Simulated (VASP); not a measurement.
# CoO (I4/mmm) in VASP: a series of runs, part 2 of 2

VASP 6.6.1. The steps go on from the part before.

## 4. Single point, PBE, collinear spin, random start

The input, INCAR:

```
SYSTEM = CoO
  PREC = Accurate
  ENCUT = 520
  EDIFF = 1E-6
  ISMEAR = 0
  SIGMA = 0.05
  LREAL = .FALSE.
  LASPH = .TRUE.
  NELM = 150
  ALGO = Normal
  ISIF = 2
  LWAVE = .FALSE.
  LCHARG = .FALSE.
  ISPIN = 2
  MAGMOM = 1.8 0
  LORBIT = 11
  LMAXMIX = 4
  GGA = PE
```

The input, KPOINTS:

```
Automatic mesh
0
G
  9 9 9
  0 0 0
```

The input, POSCAR:

```
CoO
1.0
   -1.5080004400      1.5080004400      2.1072503600
    1.5080004400     -1.5080004400      2.1072503600
    1.5080004400      1.5080004400     -2.1072503600
Co O
1 1
Direct
    0.0000000000      0.0000000000      0.0000000000
    0.5000000000      0.5000000000      0.0000000000
```

Potentials or basis: VASP PAW PBE potentials, release 64 (Co, O).

Launch:

```sh
$ cat potpaw_PBE.64/Co/POTCAR potpaw_PBE.64/O/POTCAR > POTCAR
$ mpirun -np 1 vasp_std > vasp.out
```

OUTCAR:

```text
SYSTEM = CoO
   PREC = Accurate
   ENCUT = 520
   EDIFF = 1E-6
   ISMEAR = 0
   LREAL = .FALSE.
   LASPH = .TRUE.
   NELM = 150
   ISIF = 2
   ISPIN = 2
   LORBIT = 11
   GGA = PE

 ion  position               nearest neighbor table
   1  0.000  0.000  0.000-   2 2.11   2 2.11   2 2.13   2 2.13   2 2.13   2 2.13
   2  0.500  0.500  0.000-   1 2.11   1 2.11   1 2.13   1 2.13   1 2.13   1 2.13

  LATTYP: Found a body centered tetragonal cell.
 ALAT       =     3.0160008800
 C/A-ratio  =     1.3973804676

  Lattice vectors:

 A1 = (  -1.5080004400,   1.5080004400,   2.1072503600)
 A2 = (   1.5080004400,  -1.5080004400,   2.1072503600)
 A3 = (   1.5080004400,   1.5080004400,  -2.1072503600)

Analysis of symmetry for initial positions (statically):
=====================================================================
 Subroutine PRICEL returns:
 Original cell was already a primitive cell.

 Routine SETGRP: Setting up the symmetry group for a
 body centered tetragonal supercell.

 Subroutine GETGRP returns: Found 16 space group operations
 (whereof 16 operations were pure point group operations)
 out of a pool of 16 trial point group operations.

The static configuration has the point symmetry D_4h.

Analysis of symmetry for dynamics (positions and initial velocities):
=====================================================================
 Subroutine PRICEL returns:
 Original cell was already a primitive cell.

 Routine SETGRP: Setting up the symmetry group for a
 body centered tetragonal supercell.

 Subroutine GETGRP returns: Found 16 space group operations
 (whereof 16 operations were pure point group operations)
 out of a pool of 16 trial point group operations.

The dynamic configuration has the point symmetry D_4h.

Analysis of structural, dynamic, and magnetic symmetry:
=====================================================================
 Subroutine PRICEL returns:
 Original cell was already a primitive cell.

 Routine SETGRP: Setting up the symmetry group for a
 body centered tetragonal supercell.

 Subroutine GETGRP returns: Found 16 space group operations
 (whereof 16 operations were pure point group operations)
 out of a pool of 16 trial point group operations.

The overall configuration has the point symmetry D_4h.

 Subroutine INISYM returns: Found 16 space group operations
 (whereof 16 operations are pure point group operations),
 and found     1 'primitive' translations

----------------------------------------------------------------------------------------

                                     Primitive cell

  volume of cell :      19.1681

  direct lattice vectors                    reciprocal lattice vectors
    -1.508000440  1.508000440  2.107250360     0.000000000  0.331564890  0.237276030
     1.508000440 -1.508000440  2.107250360     0.331564890  0.000000000  0.237276030
     1.508000440  1.508000440 -2.107250360     0.331564890  0.331564890  0.000000000

  length of vectors
     2.998105191  2.998105191  2.998105191     0.407719500  0.407719500  0.468903564

  position of ions in fractional coordinates (direct lattice)
     0.000000000  0.000000000  0.000000000
     0.500000000  0.500000000  0.000000000

  ion indices of the primitive-cell ions
   primitive index   ion index
                 1           1
                 2           2

----------------------------------------------------------------------------------------

 KPOINTS: Automatic mesh
[... 86 lines left out ...]
   IMIX   =      4    mixing-type and parameters
     AMIX     =   0.40;   BMIX     =  1.00
     AMIX_MAG =   1.60;   BMIX_MAG =  1.00
  volume/ion in A,a.u.               =       9.58        64.68
  Fermi-wavevector in a.u.,A,eV,Ry     =   1.508617  2.850872 30.965828  2.275924
  Thomas-Fermi vector in A             =   2.619047
   LORBIT       =     11    0 simple, 1 ext, 2 COOP (PROOUT), +10 PAW based schemes
   GGA     = PE    functional components
   LHFCALC =     F    Hartree Fock is set to
   AEXX    =    0.0000 exact exchange contribution
   IVDW    =     0    specifies the selected vdW correction
   LEPSILON=     F    determine dielectric tensor
   LRPA    =     F    only Hartree local field effects (RPA)
 spin polarized calculation
 Gauss-broadening in eV      SIGMA  =   0.05
  energy-cutoff  :      520.00
  volume of cell :       19.17
 maximum number of plane-waves:       533
   NGX = 11   NGY = 11   NGZ = 11

 number of electron      15.0000006 magnetization       2.8472734

 Free energy of the ion-electron system (eV)
  ---------------------------------------------------
  ext. energy  EPLUGINS =         0.00000000
  ---------------------------------------------------
  free energy    TOTEN  =       -13.04954265 eV

  energy without entropy =      -13.04438246  energy(sigma->0) =      -13.04696256

 E-fermi :   8.0283     XC(G=0): -12.4552

 val. band max:        8.0248161455   @ k =   0.4444   0.3333   0.0000
 cond. band min:       8.0357524359   @ k =  -0.3333   0.4444   0.3333
 fundamental gap:      0.0109362904
 Fermi energy:         8.0282515356

 spin component 1

 k-point     1 :       0.0000    0.0000    0.0000
  band No.  band energies     occupation
      1     -12.2508      1.00000
      2       4.7807      1.00000
      3       4.7889      1.00000
      4       4.8367      1.00000
      5       4.8749      1.00000
      6       4.8749      1.00000
      7       4.9371      1.00000
      8       4.9371      1.00000
      9       5.0636      1.00000
     10       9.0689      0.00000
     11      24.9095      0.00000
     12      26.2153      0.00000
[... 333 lines left out ...]
      1     -10.9723      1.00000
      2       1.2227      1.00000
      3       2.9004      1.00000
      4       3.2704      1.00000
      5       4.5543      1.00000
      6       5.6393      1.00000
      7       5.7731      1.00000
      8       5.9737      1.00000
      9       6.0575      1.00000
     10      14.3213      0.00000
     11      17.8282      0.00000
     12      19.3133      0.00000

 [... further k-points ...]

 spin component 2

 k-point     1 :       0.0000    0.0000    0.0000
  band No.  band energies     occupation
      1     -11.7746      1.00000
      2       5.3513      1.00000
      3       5.4135      1.00000
      4       5.4135      1.00000
      5       6.8910      1.00000
      6       6.8911      1.00000
      7       6.9328      1.00000
      8       8.0453      0.31485
      9       8.0952      0.02923
     10       9.5967      0.00000
     11      24.8213      0.00000
     12      26.7065      0.00000
[... 333 lines left out ...]
      1     -10.4211      1.00000
      2       1.6336      1.00000
      3       3.5534      1.00000
      4       4.0192      1.00000
      5       6.1833      1.00000
      6       8.1016      0.01899
      7       8.1586      0.00011
      8       8.7918      0.00000
      9       9.0890      0.00000
     10      15.1489      0.00000
     11      18.2773      0.00000
     12      19.9287      0.00000

 [... further k-points ...]

------------------------ aborting loop because EDIFF is reached ----------------------------------------

  FORCE on cell =-STRESS in cart. coord.  units (eV):
  Direction    XX          YY          ZZ          XY          YZ          ZX
  --------------------------------------------------------------------------------------
  -------------------------------------------------------------------------------------
  Total       -0.1265437     -0.1265437     -0.1481019      0.0000000     -0.0000000      0.0000000
  in kB      -10.5772332    -10.5772332    -12.3791868      0.0000000     -0.0000000      0.0000000
  external PRESSURE =     -11.1778844 kB  Pullay stress =       0.0000000 kB

 VOLUME and BASIS-vectors are now :
 -----------------------------------------------------------------------------
  energy-cutoff  :      520.00
  volume of cell :       19.17
      direct lattice vectors                 reciprocal lattice vectors
    -1.508000440  1.508000440  2.107250360     0.000000000  0.331564890  0.237276030
     1.508000440 -1.508000440  2.107250360     0.331564890  0.000000000  0.237276030
     1.508000440  1.508000440 -2.107250360     0.331564890  0.331564890  0.000000000

 POSITION                                       TOTAL-FORCE (eV/Angst)
 -----------------------------------------------------------------------------------
      0.00000      0.00000      0.00000        -0.000000      0.000000      0.000000
      0.00000      0.00000      2.10725         0.000000     -0.000000     -0.000000
 -----------------------------------------------------------------------------------
    total drift:                               -0.000000      0.000000     -0.000000

  FREE ENERGIE OF THE ION-ELECTRON SYSTEM (eV)
  ---------------------------------------------------
  free  energy   TOTEN  =       -13.0495426542 eV

  energy  without entropy=      -13.0443824614  energy(sigma->0) =      -13.04696256

 total charge

# of ion       s       p       d       tot
------------------------------------------
    1        0.295   0.361   7.154   7.811
    2        1.557   3.425   0.000   4.981
--------------------------------------------------
tot          1.852   3.786   7.154  12.792

 magnetization (x)

# of ion       s       p       d       tot
------------------------------------------
    1        0.021   0.018   2.478   2.517
    2        0.029   0.253   0.000   0.281
--------------------------------------------------
tot          0.050   0.271   2.478   2.799
```

stdout:

```text
POSCAR found type information on POSCAR CoO
 POSCAR found :  2 types and       2 ions
 scaLAPACK will be used
 LDA part: xc-table for (Slater+PW92), standard interpolation
 POSCAR, INCAR and KPOINTS ok, starting setup
 FFT: planning ... GRIDC
 FFT: planning ... GRID_SOFT
 FFT: planning ... GRID
 WAVECAR not read
 entering main loop
```

Run time: 28 s. Hardware: 1 thread of AMD EPYC 9R45 (Zen 5), shared host; peak memory 0.14 GiB.

What came out:

```
Free energy                                           : -13.0495 eV
Pressure                                              : -1.1 GPa
Band gap on the k mesh                                : none (metal or under the smearing width)
Net moment                                            : 2.85 μB per cell
Site moments                                          : Co +2.52; O +0.28 μB
Valence electrons inside the program's atomic spheres : Co 7.81; O 4.98
```

Levels at points of the mesh, in eV from the Fermi level:
Spin up:
| k point | band 5 | band 6 | band 7 | band 8 | band 9 | band 10 | band 11 | band 12 |
| --- | --- | --- | --- | --- | --- | --- | --- | --- |
| (0.00, 0.00, 0.00) | -3.15 | -3.15 | -3.09 | -3.09 | -2.96 | 1.04 | 16.88 | 18.19 |
Spin down:
```csv
k point,band 3,band 4,band 5,band 6,band 7,band 8,band 9,band 10
"(0.00, 0.00, 0.00)",-2.61,-2.61,-1.14,-1.14,-1.10,0.02,0.07,1.57
```

Caveat: a cell with one magnetic atom can't hold antiferromagnetic order, which such compounds often take; semilocal functionals often make such compounds metallic where correlation or magnetic order opens a gap, which also shifts bond lengths. With open d or f shells a metallic result of PBE can be an artefact of self-interaction; +U or a hybrid may open a gap.

## 5. Overview

| level | spin | k mesh | smearing | share of exact exchange | grid for exact exchange (PRECFOCK) | exchange at q = 0 | further INCAR settings | supercell matrix | mesh quality | gap on the mesh (eV) | pressure (GPa) | moment (μB) |
| --- | --- | --- | --- | --- | --- | --- | --- | --- | --- | --- | --- | --- |
| PBE0(alpha) | collinear, ferromagnetic start | 6 × 6 × 6 | fermi-dirac 0.05 eV | 0.3 | Fast | truncated | ALGO = Normal; EDIFF = 1e-06 | - | coarse | 2.45 | -1.8 | 3.00 |
| PBE | collinear, ferrimagnetic start | 6 × 6 × 5 | gaussian 0.05 eV | - | - | - | ALGO = Fast; EDIFF = 1e-06; NBANDS = 27 | [0, 1, 1, 1, 0, 1, 1, 1, 0] | not flagged | none | -3.2 | 0.00 |
| PBE | collinear, random start | 9 × 9 × 9 | gaussian 0.05 eV | - | - | - | ALGO = Normal; EDIFF = 1e-06 | - | not flagged | none | -1.1 | 2.85 |

Alike in all rows: task single point; potentials or basis VASP PAW PBE potentials, release 64 (Co, O); cell as given; cutoff (eV) 520.

Caveats: some runs use coarse meshes; a cell with one magnetic atom can't hold antiferromagnetic order, which such compounds often take (some runs); semilocal functionals often make such compounds metallic where correlation or magnetic order opens a gap, which also shifts bond lengths (some runs); the PAW data sets were made with another functional, which shifts forces and pressure a little (some runs).

Absolute energies hang on the potentials; compare differences alone.
